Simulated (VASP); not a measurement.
# Al2O3 (R-3c) in VASP: settings compared, part 3 of 3

VASP 6.6.1.

## (4) Band structure, PBE

This run uses another cell than the first one, of 8.74 Å³/atom, 0.980 times its volume.

INCAR

```
PREC = Accurate
ENCUT = 520
EDIFF = 1E-7
ISMEAR = 0
SIGMA = 0.03
LREAL = False
LASPH = True
NELM = 80
ALGO = Fast
ISIF = 2
LWAVE = False
LCHARG = False
GGA = PE
NBANDS = 35
ICORELEVEL = 1
KPAR = 2
```

KPOINTS

```
regular mesh
0
Gamma
  9 9 7
```

POSCAR

```
Al2O3                                   
1.0
    2.4024316173      1.3870445428      4.3712475250
   -2.4024316173      1.3870445428      4.3712475250
    0.0000000000     -2.7740890856      4.3712475250
  Al              O             
     4     6
Direct
     0.3521383035146570    0.3521383035146570    0.3521383035146570
     0.1478616964853430    0.1478616964853430    0.1478616964853430
     0.6478616964853430    0.6478616964853430    0.6478616964853430
     0.8521383035146570    0.8521383035146570    0.8521383035146570
     0.5561991207878236    0.9438008792121764    0.2500000000000000
     0.2500000000000000    0.5561991207878165    0.9438008792121835
     0.9438008792121835    0.2500000000000000    0.5561991207878165
     0.4438008792121764    0.0561991207878236    0.7500000000000000
     0.7500000000000000    0.4438008792121835    0.0561991207878165
     0.0561991207878165    0.7500000000000000    0.4438008792121835
```

KPOINTS_OPT

```
explicit points
188
Reciprocal
 0.0000000000  0.0000000000  0.0000000000 1
 0.0263157895  0.0000000000  0.0000000000 1
 0.0526315789  0.0000000000  0.0000000000 1
 0.0789473684  0.0000000000  0.0000000000 1
 0.1052631579  0.0000000000  0.0000000000 1
 0.1315789474  0.0000000000  0.0000000000 1
[... 180 lines left out ...]
 0.6331197603  0.6331197603  0.2337604795 1
 0.6331197603  0.3668802397  0.0000000000 1
```

The run is started by

```console
$ cat potpaw_PBE.64/Al/POTCAR potpaw_PBE.64/O/POTCAR > POTCAR
$ mpirun -np 2 vasp_std > vasp.out
```

Run time: 7 min. Hardware: 2 MPI ranks of AMD EPYC 9R45 (Zen 5), shared host; peak memory 0.67 GiB.

It converged, with:

| Quantity | Value |
| --- | --- |
| Free energy | -74.8117 eV |
| Pressure | 0.4 GPa |
| Largest force | 0.004 eV/Å |
| Band gap on the k mesh | 5.88 eV, direct |
| Band gap along the path | 5.88 eV, direct |

Forces in eV/Å, atoms in the order of the input:
```
Al   0.000  0.000  0.004
Al   0.000  0.000 -0.004
Al   0.000  0.000 -0.004
Al   0.000  0.000  0.004
O    0.000  0.000  0.000
O    0.000  0.000  0.000
O    0.000  0.000  0.000
O    0.000  0.000  0.000
O    0.000  0.000  0.000
O    0.000  0.000  0.000
```

Stress tensor (GPa, compression positive):
```
0.41 0.00 0.00
0.00 0.41 0.00
0.00 0.00 0.33
```

Levels at the corners of the path, in eV from the valence-band top:
```
point  band 20  band 21  band 22  band 23  band 24  band 25  band 26  band 27  band 28  band 29
    Γ    -0.46    -0.46    -0.03    -0.03     0.00     5.88     8.92    10.39    11.29    11.29
    L    -1.29    -0.86    -0.86    -0.25    -0.25     9.16     9.16     9.37     9.37    11.61
    L    -1.29    -0.86    -0.86    -0.25    -0.25     9.16     9.16     9.37     9.37    11.61
   B1    -1.13    -0.80    -0.80    -0.47    -0.47     9.43     9.43     9.84     9.84    10.40
    B    -1.13    -0.80    -0.80    -0.47    -0.47     9.43     9.43     9.84     9.84    10.40
    Z    -1.93    -0.35    -0.35    -0.35    -0.35     8.38     8.38    10.86    10.86    12.11
    Z    -1.93    -0.35    -0.35    -0.35    -0.35     8.38     8.38    10.86    10.86    12.11
    Γ    -0.46    -0.46    -0.03    -0.03     0.00     5.88     8.92    10.39    11.29    11.29
    Γ    -0.46    -0.46    -0.03    -0.03     0.00     5.88     8.92    10.39    11.29    11.29
    X    -1.05    -0.84    -0.80    -0.53    -0.26     9.20     9.27     9.51    10.07    10.39
    Q    -1.05    -0.84    -0.80    -0.53    -0.26     9.20     9.27     9.51    10.07    10.39
    F    -1.25    -0.97    -0.87    -0.70    -0.23     9.38     9.50     9.64    10.16    10.92
    F    -1.25    -0.97    -0.87    -0.70    -0.23     9.38     9.50     9.64    10.16    10.92
   P1    -1.02    -0.98    -0.82    -0.71    -0.43     9.47     9.72     9.92    10.03    10.09
   P1    -1.02    -0.98    -0.82    -0.71    -0.43     9.47     9.72     9.92    10.03    10.09
    Z    -1.93    -0.35    -0.35    -0.35    -0.35     8.38     8.38    10.86    10.86    12.11
    L    -1.29    -0.86    -0.86    -0.25    -0.25     9.16     9.16     9.37     9.37    11.61
    P    -1.02    -0.98    -0.82    -0.71    -0.43     9.47     9.72     9.92    10.03    10.09
```

Core levels (eV, on the scale of the bands):
| atom | levels |
| --- | --- |
| 1 Al | 1s -1497.8, 2s -94.8, 2p -56.3 |
| 2 Al | 1s -1497.8, 2s -94.8, 2p -56.3 |
| 3 Al | 1s -1497.8, 2s -94.8, 2p -56.3 |
| 4 Al | 1s -1497.8, 2s -94.8, 2p -56.3 |
| 5 O | 1s -497.5 |
| 6 O | 1s -497.5 |

## (5) Band structure, r2SCAN+rVV10

This run uses another cell than the first one, of 8.43 Å³/atom, 0.946 times its volume.

INCAR

```
PREC     = Accurate       # precision mode
ENCUT    = 520            # plane-wave cutoff, eV
EDIFF    = 1E-6           # SCF threshold, eV
ISMEAR   = 0              # smearing method
SIGMA    = 0.03           # smearing width, eV
LREAL    = False          # projectors in reciprocal space
LASPH    = True           # aspherical terms in the spheres
NELM     = 80             # most SCF steps
ALGO     = Normal         # electronic algorithm
ISIF     = 2              # what is computed and relaxed
LWAVE    = False          # write WAVECAR
LCHARG   = False          # write CHGCAR
METAGGA  = R2SCAN         # meta-GGA
LMIXTAU  = True         
LUSE_VDW = True         
IVDW_NL  = 2            
BPARAM   = 11.95        
CPARAM   = 0.0093       
NBANDS   = 35             # bands
ICORELEVEL= 1            
LUSENCCL = False
```

KPOINTS is that of step 4.

POSCAR

```
Al2O3                                   
1.0
    2.3740219373      1.3706422063      4.3190107801
   -2.3740219373      1.3706422063      4.3190107801
    0.0000000000     -2.7412844126      4.3190107801
  Al              O             
     4     6
Direct
     0.3518994872624913    0.3518994872624913    0.3518994872624913
     0.1481005127375087    0.1481005127375087    0.1481005127375087
     0.6481005127375087    0.6481005127375087    0.6481005127375087
     0.8518994872624913    0.8518994872624913    0.8518994872624913
     0.5563167171636492    0.9436832828363508    0.2500000000000000
     0.2500000000000000    0.5563167171636492    0.9436832828363508
     0.9436832828363508    0.2500000000000000    0.5563167171636492
     0.4436832828363508    0.0563167171636492    0.7500000000000000
     0.7500000000000000    0.4436832828363508    0.0563167171636492
     0.0563167171636492    0.7500000000000000    0.4436832828363508
```

KPOINTS_OPT is that of step 4.

The run is started by

```console
$ cat potpaw_PBE.64/Al/POTCAR potpaw_PBE.64/O/POTCAR > POTCAR
$ mpirun -np 1 vasp_std > vasp.out
```

Wall time 51 min (1 × NVIDIA H100 80GB with 1 thread of AMD EPYC 7R13 (Zen 3), shared host); peak memory 1.8 GiB.

It converged, with:

```
Free energy             : -95.0657 eV
Pressure                : 0.3 GPa
Largest force           : 0.003 eV/Å
Band gap on the k mesh  : 7.20 eV, direct
Band gap along the path : 7.20 eV, direct
```

Forces on the atoms (eV/Å):
```
Al   0.000  0.000 -0.002
Al   0.000  0.000  0.002
Al   0.000  0.000  0.002
Al   0.000  0.000 -0.002
O    0.003  0.000  0.000
O   -0.002  0.003  0.000
O   -0.002 -0.003  0.000
O   -0.003  0.000  0.000
O    0.002 -0.003  0.000
O    0.002  0.003  0.000
```

Levels at the corners of the path, in eV from the valence-band top:
```tsv
point	band 21	band 22	band 23	band 24	band 25	band 26	band 27	band 28
Γ	-0.54	-0.05	-0.05	0.00	7.20	10.12	12.03	12.63
L	-0.95	-0.95	-0.30	-0.30	10.45	10.45	10.77	10.77
L	-0.95	-0.95	-0.30	-0.30	10.45	10.45	10.77	10.77
B1	-0.89	-0.89	-0.53	-0.53	10.74	10.74	11.16	11.16
B	-0.89	-0.89	-0.53	-0.53	10.74	10.74	11.16	11.16
Z	-0.41	-0.41	-0.41	-0.41	9.66	9.66	12.19	12.19
Z	-0.41	-0.41	-0.41	-0.41	9.66	9.66	12.19	12.19
Γ	-0.54	-0.05	-0.05	0.00	7.20	10.12	12.03	12.63
Γ	-0.54	-0.05	-0.05	0.00	7.20	10.12	12.03	12.63
X	-0.93	-0.90	-0.59	-0.30	10.55	10.61	10.73	11.18
Q	-0.93	-0.90	-0.59	-0.30	10.55	10.61	10.73	11.18
F	-1.07	-0.94	-0.79	-0.27	10.56	10.85	10.93	11.50
F	-1.07	-0.94	-0.79	-0.27	10.56	10.85	10.93	11.50
P1	-1.08	-0.90	-0.78	-0.49	10.78	10.85	11.22	11.52
P1	-1.08	-0.90	-0.78	-0.49	10.78	10.85	11.22	11.52
Z	-0.41	-0.41	-0.41	-0.41	9.66	9.66	12.19	12.19
L	-0.95	-0.95	-0.30	-0.30	10.45	10.45	10.77	10.77
P	-1.08	-0.90	-0.78	-0.49	10.78	10.85	11.22	11.52
```

Core levels (eV, on the scale of the bands):
| atom | levels |
| --- | --- |
| 1 Al | 1s -1522.0, 2s -101.6, 2p -62.6 |
| 2 Al | 1s -1522.0, 2s -101.6, 2p -62.6 |
| 3 Al | 1s -1522.0, 2s -101.6, 2p -62.6 |
| 4 Al | 1s -1522.0, 2s -101.6, 2p -62.6 |
| 5 O | 1s -510.3 |
| 6 O | 1s -510.3 |

Caveat: the PAW data sets were made with another functional, which shifts forces and pressure a little.

## (6) Overview

| level | cell | gap on the mesh (eV) | pressure (GPa) |
| --- | --- | --- | --- |
| RPBE | R-3c, 8.91 Å³/atom | 5.73 | 0.4 |
| rev-vdW-DF2 | R-3c, 8.64 Å³/atom | 6.09 | 0.2 |
| PBE | R-3c, 8.74 Å³/atom | 5.88 | 0.4 |
| r2SCAN+rVV10 | R-3c, 8.43 Å³/atom | 7.20 | 0.3 |

Alike in all rows: task band structure; potentials or basis VASP PAW PBE potentials, release 64 (Al, O); no spin polarisation; k mesh 9 × 9 × 7; cutoff (eV) 520; smearing gaussian 0.03 eV.

On the cell as given the gap runs from 5.73 eV (RPBE) to 7.20 eV (r2SCAN+rVV10).

Caveats: the PAW data sets were made with another functional, which shifts forces and pressure a little (some runs).

Total energies depend on the potentials used, so only differences within one code and one set of settings carry meaning.

## (7) How close it comes

Step 2. A measured gap of Al2O3 is 8.7 eV (optical; quoted in “Multi-petahertz electron interference in Cr:Al2O3 solid-state material”, 2018, pmc:5906618); the calculated 5.73 eV misses it by -2.97 eV. The value is that of RPBE, without temperature or zero-point motion. Semilocal functionals fall short of measured gaps as a rule.

Step 3. Against the measured gap of Al2O3, 8.7 eV (optical; quoted in “Multi-petahertz electron interference in Cr:Al2O3 solid-state material”, 2018, pmc:5906618), the calculated 6.09 eV is off by -2.61 eV. The value is that of rev-vdW-DF2, without temperature or zero-point motion.

Step 4. Measured gap of Al2O3: 8.7 eV (optical; quoted in “Multi-petahertz electron interference in Cr:Al2O3 solid-state material”, 2018, pmc:5906618). This calculation gives 5.88 eV (-2.82 eV). The value is that of PBE, without temperature or zero-point motion. Semilocal functionals fall short of measured gaps as a rule.

Step 5. A measured gap of Al2O3 is 8.7 eV (optical; quoted in “Multi-petahertz electron interference in Cr:Al2O3 solid-state material”, 2018, pmc:5906618); the calculated 7.20 eV misses it by -1.50 eV. The value is that of r2SCAN+rVV10, without temperature or zero-point motion.
